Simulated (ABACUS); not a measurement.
# PbS (Galena) (Fm-3m) in ABACUS: reference runs

Aim: a first look at PbS (Galena) with PBE, on the cell as given and on a disturbed one.

Program: ABACUS 3.10.1. These are calculated values, not measurements. Logs are shortened: lines on timing, memory, paths and dates and some standing lists are left out, and cuts for length are marked.

## 1. The crystal as given

The structure is cubic, space group Fm-3m (No. 225). The conventional cell has a = 5.931 Å, b = 5.931 Å, c = 5.931 Å, α = 90.00°, β = 90.00°, γ = 90.00°. Around Pb (site symmetry m-3m) lie 6 S at 2.97 Å. S (site symmetry m-3m) is surrounded by 6 Pb at 2.97 Å.

## 2. Single point, PBE

Input file INPUT:

```
INPUT_PARAMETERS
suffix              PbS
calculation         scf
basis_type          pw
pseudo_dir          ./
symmetry            1
dft_functional      pbe
ecutwfc             63
pseudo_rcut         10
nspin               1
nbands              14
ks_solver           dav
smearing_method     fd
smearing_sigma      0.00367493
scf_thr             1e-08
scf_nmax            100
mixing_type         broyden
mixing_beta         0.7
cal_force           1
cal_stress          1
kpar                4
```

Input file STRU:

```
ATOMIC_SPECIES
Pb 207.2000 Pb.upf
S 32.0600 S.upf

LATTICE_CONSTANT
1.8897261246

LATTICE_VECTORS
0.0000000000 2.9657500000 2.9657500000
2.9657500000 0.0000000000 2.9657500000
2.9657500000 2.9657500000 0.0000000000

ATOMIC_POSITIONS
Direct

Pb
0.0
1
0.0000000000 0.0000000000 0.0000000000 1 1 1

S
0.0
1
0.5000000000 0.5000000000 0.5000000000 1 1 1
```

Input file KPT:

```
K_POINTS
0
Gamma
8 8 8 0 0 0
```

Potentials or basis: PseudoDojo NC SR 0.4.1 PBE standard, plane waves.

The run is started by

```console
$ OMP_NUM_THREADS=1 mpirun -np 4 abacus > log
```

running log:

```text
ABACUS v3.10.1

               Atomic-orbital Based Ab-initio Computation at UStc

 ------------------------------------------------------------------------------------

 READING GENERAL INFORMATION
                           global_out_dir = OUT.PbS/
                           global_in_card = INPUT
                               pseudo_dir = ./
                              orbital_dir =
                                    DSIZE = 4
                                    GSIZE = 1

 READING UNITCELL INFORMATION
                                    ntype = 2
                  lattice constant (Bohr) = 1.88973
              lattice constant (Angstrom) = 1

 READING ATOM TYPE 1
                               atom label = Pb
                      L=0, number of zeta = 1
                      L=1, number of zeta = 1
                      L=2, number of zeta = 1
             number of atom for this type = 1

 READING ATOM TYPE 2
                               atom label = S
                      L=0, number of zeta = 1
                      L=1, number of zeta = 1
                      L=2, number of zeta = 1
             number of atom for this type = 1

                        TOTAL ATOM NUMBER = 2
DIRECT COORDINATES
    atom                   x                   y                   z     mag                  vx                  vy                  vz
taud_Pb1            0.0000000000        0.0000000000        0.0000000000  0.0000        0.0000000000        0.0000000000        0.0000000000
taud_S1            0.5000000000        0.5000000000        0.5000000000  0.0000        0.0000000000        0.0000000000        0.0000000000

                          Volume (Bohr^3) = 352.071
                             Volume (A^3) = 52.1715

 Lattice vectors: (Cartesian coordinate: in unit of a_0)
                   +0            +2.96575            +2.96575
             +2.96575                  +0            +2.96575
             +2.96575            +2.96575                  +0
 Reciprocal vectors: (Cartesian coordinate: in unit of 2 pi/a_0)
            -0.168591           +0.168591           +0.168591
            +0.168591           -0.168591           +0.168591
            +0.168591           +0.168591           -0.168591
 The esolver type has been set to : ksdft_pw

                PAO radial cut off (Bohr) = 10

 Read in pseudopotential file is Pb.upf
                     pseudopotential type = NC
          exchange-correlation functional = PBE
                 nonlocal core correction = 1
                        valence electrons = 14
                                     lmax = 2
                           number of zeta = 3
                     number of projectors = 6
                           L of projector = 0
[... 5 lines left out ...]
                PAO radial cut off (Bohr) = 10

 Read in pseudopotential file is S.upf
                     pseudopotential type = NC
          exchange-correlation functional = PBE
                 nonlocal core correction = 1
                        valence electrons = 6
                                     lmax = 2
                           number of zeta = 2
                     number of projectors = 6
                           L of projector = 0
                           L of projector = 0
                           L of projector = 1
                           L of projector = 1
                           L of projector = 2
                           L of projector = 2
     initial pseudo atomic orbital number = 13

 SETUP THE ELECTRONS NUMBER
            electron number of element Pb = 14
      total electron number of element Pb = 14
             electron number of element S = 6
       total electron number of element S = 6
            AUTOSET number of electrons:  = 20
                           occupied bands = 10
                                   NBANDS = 14
                                   NLOCAL = 18

%%%%%%%%%%%%%%%%%%%%%%%%%%%%%%%%%%%%%%%%%%%%%%%%%%%%%%%%%%%%%%%%%%%%%%%%%%%%%%%%%%%%%%%%%%%%%%%%%%%%%%%%%%
 Warning: the number of valence electrons in pseudopotential > 4 for Pb: [Xe] 4f14 5d10 6s2 6p2
 Pseudopotentials with additional electrons can yield (more) accurate outcomes, but may be less efficient.
 If you're confident that your chosen pseudopotential is appropriate, you can safely ignore this warning.
%%%%%%%%%%%%%%%%%%%%%%%%%%%%%%%%%%%%%%%%%%%%%%%%%%%%%%%%%%%%%%%%%%%%%%%%%%%%%%%%%%%%%%%%%%%%%%%%%%%%%%%%%%

 SETUP THE PLANE WAVE BASIS
 energy cutoff for charge/potential (unit:Ry) = 252
            fft grid for charge/potential = [ 45, 45, 45 ]
                        fft grid division = [ 1, 1, 1 ]
        big fft grid for charge/potential = [ 45, 45, 45 ]
                                     nbxx = 91125
                                     nrxx = 91125

 SETUP PLANE WAVES FOR CHARGE/POTENTIAL
                    number of plane waves = 23589
                         number of sticks = 1075

 PARALLEL PW FOR CHARGE/POTENTIAL
[... 57 lines left out ...]
                                    ibrav = 2
                       right hand lattice = 1
                        ROTATION MATRICES = 48
                               nkstot_ibz = 29
K-POINTS REDUCTION ACCORDING TO SYMMETRY
     IBZ    DIRECT_X    DIRECT_Y    DIRECT_Z  WEIGHT  ibz2bz
       1  0.00000000  0.00000000  0.00000000  0.0020       0
       2  0.12500000  0.12500000  0.12500000  0.0156       1
       3  0.25000000  0.25000000  0.25000000  0.0156       2
       4  0.37500000  0.37500000  0.37500000  0.0156       3
       5  0.50000000  0.50000000  0.50000000  0.0078       4
       6  0.12500000  0.12500000  0.00000000  0.0117       9
[... 21 lines left out ...]
      28 -0.12500000  0.50000000  0.37500000  0.0234     101
      29  0.50000000  0.25000000 -0.25000000  0.0117     166

                               nkstot now = 29
[... K-POINTS DIRECT COORDINATES: 29 rows ...]

           k-point number in this process = 8
       minimum distributed K point number = 7
[... stars of the k points ...]

[... K-POINTS CARTESIAN COORDINATES: 8 rows ...]

[... K-POINTS DIRECT COORDINATES: 8 rows ...]

 SETUP PLANE WAVES FOR WAVE FUNCTIONS
     energy cutoff for wavefunc (unit:Ry) = 63
              fft grid for wave functions = [ 45, 45, 45 ]
                    number of plane waves = 3527
                         number of sticks = 313

 PARALLEL PW FOR WAVE FUNCTIONS
     PROC   COLUMNS(POT)             PW
        1            313           3527
 --------------- sum -------------------
        1            313           3527

 SETUP NONLOCAL PSEUDOPOTENTIALS IN PLANE WAVE BASIS
 Pb non-local projectors:
 projector 1 L=0
 projector 2 L=0
 projector 3 L=1
 projector 4 L=1
 projector 5 L=2
 projector 6 L=2
 S non-local projectors:
 projector 1 L=0
 projector 2 L=0
 projector 3 L=1
 projector 4 L=1
 projector 5 L=2
 projector 6 L=2
      TOTAL NUMBER OF NONLOCAL PROJECTORS = 36

 Init Non-Local PseudoPotential table :
 Init Non-Local-Pseudopotential done.

                                     npwx = 2982

 Make real space PAO into reciprocal space.
       max mesh points in Pseudopotential = 1001
     dq(describe PAO in reciprocal space) = 0.01
                                    max q = 957

 number of pseudo atomic orbitals for Pb is 3
WARNING: norm of atomic wavefunction # 3 of atomic type Pb is 0.999464, renormalized

 number of pseudo atomic orbitals for S is 2
WARNING: norm of atomic wavefunction # 2 of atomic type S is 0.999996, renormalized

 -------------------------------------------
 SELF-CONSISTENT
 -------------------------------------------
                                 init_chg = atomic

 PW ALGORITHM --------------- ION=   1  ELEC=   1--------------------------------
 Notice: Threshold on eigenvalues was too large.
 hsover_error=0.2 > DRHO=0.129969
 Origin diag ethr = 0.01
 New diag ethr = 0.000649846

 Density error is 0.126743811589
                          Error Threshold = 0.000649845878222
----------------------------------------------------------
     Energy           Rydberg                 eV
----------------------------------------------------------
 E_KohnSham     -162.8761432182      -2216.0436160313
 E_Harris       -163.4366858857      -2223.6701902823
 E_Fermi        0.6265133714         8.5241517246
----------------------------------------------------------
[... 75 lines left out ...]
 Density error is 8.32788265531e-09
                          Error Threshold = 2.89104978135e-10
----------------------------------------------------------
     Energy           Rydberg                 eV
----------------------------------------------------------
 E_KohnSham     -162.9178766192      -2216.6114280825
 E_KS(sigma->0) -162.9178700645      -2216.6113389004
 E_Harris       -162.9184449806      -2216.6191610358
 E_band         -3.6601822189        -49.7993338952
 E_one_elec     -35.8260519167       -487.4384429105
 E_Hartree      30.4810992338        414.7166308832
 E_xc           -46.3432667810       -630.5324921559
 E_Ewald        -111.2296440458      -1513.3569455350
 E_entropy(-TS) -0.0000131095        -0.0001783644
 E_descf        0.0000000000         0.0000000000
 E_exx          0.0000000000         0.0000000000
 E_Fermi        0.6535079384         8.8914316507
----------------------------------------------------------

 charge density convergence is achieved
 final etot is -2216.6114281 eV
 EFERMI = 8.8914316507 eV

 STATE ENERGY(eV) AND OCCUPATIONS    NSPIN == 1
 1/8 kpoint (Cartesian) = 0.0000 0.0000 0.0000 (2975 pws)
       1       -8.09872     0.00390625
       2       -8.09872     0.00390625
       3       -8.09872     0.00390625
       4       -8.08057     0.00390625
       5       -8.08057     0.00390625
       6       -4.88820     0.00390625
       7        2.66742     0.00390625
       8        6.54529     0.00390625
       9        6.54529     0.00390625
      10        6.54529     0.00390625
      11        13.9177    8.58576e-47
      12        13.9177    8.58576e-47
      13        13.9177    8.58576e-47
      14        15.4185    7.91968e-60
[... 66 lines left out ...]
       1       -8.10245      0.0234375
       2       -8.09303      0.0234375
       3       -8.09018      0.0234375
       4       -8.09018      0.0234375
       5       -8.07679      0.0234375
       6       -4.70848      0.0234375
       7        2.15916      0.0234375
       8        6.34504      0.0234375
       9        6.34504      0.0234375
      10        7.33828      0.0234375
      11        11.7579    2.96404e-27
      12        13.5870    3.84233e-43
      13        13.5870    3.84233e-43
      14        14.5157    3.29545e-51

[... levels at 2 further k points ...]

------------------------------------------------------------------------------------------
 TOTAL-FORCE (eV/Angstrom)
------------------------------------------------------------------------------------------
                       Pb1         0.0000000000         0.0000000000         0.0000000000
                        S1         0.0000000000         0.0000000000         0.0000000000
------------------------------------------------------------------------------------------

----------------------------------------------------------------
 TOTAL-STRESS (KBAR)
----------------------------------------------------------------
        22.2314710523         0.0000000000        -0.0000000000
        -0.0000000000        22.2314710523         0.0000000000
        -0.0000000000         0.0000000000        22.2314710523
----------------------------------------------------------------
 TOTAL-PRESSURE: 22.231471 KBAR

 --------------------------------------------
 !FINAL_ETOT_IS -2216.6114280825477181 eV
 --------------------------------------------
```

It took 5.1 s on 4 MPI ranks of Intel Xeon Gold 6455B (Sapphire Rapids), shared host; peak memory 0.36 GiB.

What came out:

| Item | Value |
| --- | --- |
| Free energy | -2216.6114 eV |
| Pressure | 2.2 GPa |
| Band gap on the k mesh | 0.37 eV, direct |

Levels at points of the mesh, in eV from the valence-band top:
| k point | band 8 | band 9 | band 10 | band 11 | band 12 | band 13 |
| --- | --- | --- | --- | --- | --- | --- |
| (0.00, 0.00, 0.00) | -2.16 | -2.16 | -2.16 | 5.21 | 5.21 | 5.21 |
| (0.50, 0.50, 0.50) | -1.78 | -1.78 | 0.00 | 0.37 | 1.96 | 1.96 |
| (0.50, 0.50, 0.00) | -5.20 | -3.44 | -3.44 | 3.86 | 5.58 | 5.68 |

Caveat: spin-orbit coupling is left out, which as a rule narrows the gap of such compounds by several tenths of an eV. A k mesh can miss the band edges.

## 3. Single point, PBE (atoms moved at random, drawn with an rms of 0.05 Å)

INPUT is that of step 2.

STRU, as its differences from that of step 2:

```diff
@@ -18,3 +18,3 @@
 1
-0.0000000000 0.0000000000 0.0000000000 1 1 1
+-0.0115120000 0.0138610000 -0.0022760000 1 1 1
 
@@ -23,2 +23,2 @@
 1
-0.5000000000 0.5000000000 0.5000000000 1 1 1
+0.4938690000 0.5052960000 0.4970370000 1 1 1
```

KPT is that of step 2.

Potentials or basis: PseudoDojo NC SR 0.4.1 PBE standard, plane waves.

The run is started by

```console
$ OMP_NUM_THREADS=1 mpirun -np 4 abacus > log
```

running log:

```text
ABACUS v3.10.1

               Atomic-orbital Based Ab-initio Computation at UStc

 ------------------------------------------------------------------------------------

 READING GENERAL INFORMATION
                           global_out_dir = OUT.PbS/
                           global_in_card = INPUT
                               pseudo_dir = ./
                              orbital_dir =
                                    DSIZE = 4
                                    GSIZE = 1

 READING UNITCELL INFORMATION
                                    ntype = 2
                  lattice constant (Bohr) = 1.88973
              lattice constant (Angstrom) = 1

 READING ATOM TYPE 1
                               atom label = Pb
                      L=0, number of zeta = 1
                      L=1, number of zeta = 1
                      L=2, number of zeta = 1
             number of atom for this type = 1

 READING ATOM TYPE 2
                               atom label = S
                      L=0, number of zeta = 1
                      L=1, number of zeta = 1
                      L=2, number of zeta = 1
             number of atom for this type = 1

                        TOTAL ATOM NUMBER = 2
DIRECT COORDINATES
[... 344 lines left out ...]

 charge density convergence is achieved
 final etot is -2216.611127 eV
 EFERMI = 8.8918008067 eV

 STATE ENERGY(eV) AND OCCUPATIONS    NSPIN == 1
 1/65 kpoint (Cartesian) = 0.0000 0.0000 0.0000 (2975 pws)
       1       -8.09856     0.00390625
       2       -8.09840     0.00390625
       3       -8.09839     0.00390625
       4       -8.08045     0.00390625
       5       -8.08044     0.00390625
       6       -4.88967     0.00390625
       7        2.66827     0.00390625
       8        6.54329     0.00390625
       9        6.54499     0.00390625
      10        6.54617     0.00390625
      11        13.9068    1.07626e-46
      12        13.9108    9.93069e-47
      13        13.9180    8.59926e-47
      14        15.4186    7.94968e-60
[... 66 lines left out ...]
       1       -8.09781     0.00781250
       2       -8.09533     0.00781250
       3       -8.09529     0.00781250
       4       -8.08140     0.00781250
       5       -8.08139     0.00781250
       6       -4.75666     0.00781250
       7        2.21662     0.00781250
       8        6.58395     0.00781250
       9        6.58567     0.00781250
      10        6.88245     0.00781250
      11        12.6919    7.68005e-36
      12        13.1285    1.23943e-39
      13        13.1331    1.13025e-39
      14        15.4025    2.19532e-59

[... levels at 59 further k points ...]

------------------------------------------------------------------------------------------
 TOTAL-FORCE (eV/Angstrom)
------------------------------------------------------------------------------------------
                       Pb1        -0.0156895920         0.0079500765        -0.0053858874
                        S1         0.0156895920        -0.0079500765         0.0053858874
------------------------------------------------------------------------------------------

----------------------------------------------------------------
 TOTAL-STRESS (KBAR)
----------------------------------------------------------------
        22.6985037714        -0.0349786640         0.0237293651
        -0.0349786640        22.4516306577        -0.0121168564
         0.0237293651        -0.0121168564        22.4052737768
----------------------------------------------------------------
 TOTAL-PRESSURE: 22.518469 KBAR

 --------------------------------------------
 !FINAL_ETOT_IS -2216.6111269625657769 eV
 --------------------------------------------
```

Wall time 37 s (4 MPI ranks of Intel Xeon Gold 6455B (Sapphire Rapids), shared host); peak memory 0.52 GiB.

Results:

* Free energy: -2216.6111 eV
* Pressure: 2.3 GPa
* Largest force: 0.018 eV/Å
* Band gap on the k mesh: 0.37 eV, direct

Forces in eV/Å, atoms in the order of the input:
```
Pb  -0.016  0.008 -0.005
S    0.016 -0.008  0.005
```

Levels at points of the mesh, in eV from the valence-band top:
| k point | band 8 | band 9 | band 10 | band 11 | band 12 | band 13 |
| --- | --- | --- | --- | --- | --- | --- |
| (0.00, 0.00, 0.00) | -2.16 | -2.16 | -2.16 | 5.20 | 5.20 | 5.21 |
| (0.50, 0.00, 0.00) | -1.78 | -1.78 | -0.01 | 0.38 | 1.96 | 1.97 |
| (0.00, 0.50, 0.00) | -1.78 | -1.78 | -0.01 | 0.38 | 1.96 | 1.96 |
| (0.50, 0.50, 0.00) | -5.19 | -3.44 | -3.43 | 3.85 | 5.58 | 5.69 |
| (0.00, 0.00, 0.50) | -1.78 | -1.78 | 0.00 | 0.37 | 1.96 | 1.97 |
| (0.50, 0.00, 0.50) | -5.19 | -3.44 | -3.43 | 3.86 | 5.58 | 5.69 |
| (0.00, 0.50, 0.50) | -5.19 | -3.44 | -3.43 | 3.86 | 5.59 | 5.69 |
| (0.50, 0.50, 0.50) | -1.78 | -1.78 | 0.00 | 0.37 | 1.96 | 1.97 |

Caveat: spin-orbit coupling is left out, which as a rule narrows the gap of such compounds by several tenths of an eV. A k mesh can miss the band edges.
